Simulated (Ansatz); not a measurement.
Fe:

```xyz
1
Lattice="0.0000 1.9417 1.9651 1.4984 0.0000 1.9651 1.4984 1.9417 0.0000" Properties=species:S:1:pos:R:3 pbc="T T T"
Fe    0.0000    0.0000    0.0000
```

Base run:

* Program: Ansatz 0.2.0
* Functional: PBEsol
* Potentials or basis: Ansatz PAW
* Cutoff: 420 eV (not typed: the program's choice for these potentials)
* k mesh: 11 × 11 × 11
* Occupations: fermi-dirac, width 0.05 eV
* Spin: collinear spin, ferromagnetic start
* Starting moments: [4.5] μB
* Fixed moment: 4.5 μB

Its results: pressure 95.9 GPa; site moments Fe +3.99 μB.

Task: After a change of settings the same cell gave: pressure 12.7 GPa; site moments Fe +2.94 μB. Which change was it?
A. fixed moment from 4.5 μB to 0.8 μB; moments at the start from [4.5] to [0.8]
B. fixed moment from 4.5 μB to 3 μB; moments at the start from [4.5] to [3.0]
C. fixed moment from 4.5 μB to 3.8 μB; moments at the start from [4.5] to [3.8]
D. fixed moment from 4.5 μB to 6 μB; moments at the start from [4.5] to [6.0]

Result: B.

Caveats: the total moment is fixed, so each spin has its own Fermi level; the PAW data sets come from PBE, with cores solved anew for the run's functional, which leaves a small shift of forces and pressure; the thresholds are loose for stress; a pressure of tens of GPa on the cell as given is suspect, and the run, the potentials or the cell itself is likely at fault (some runs).
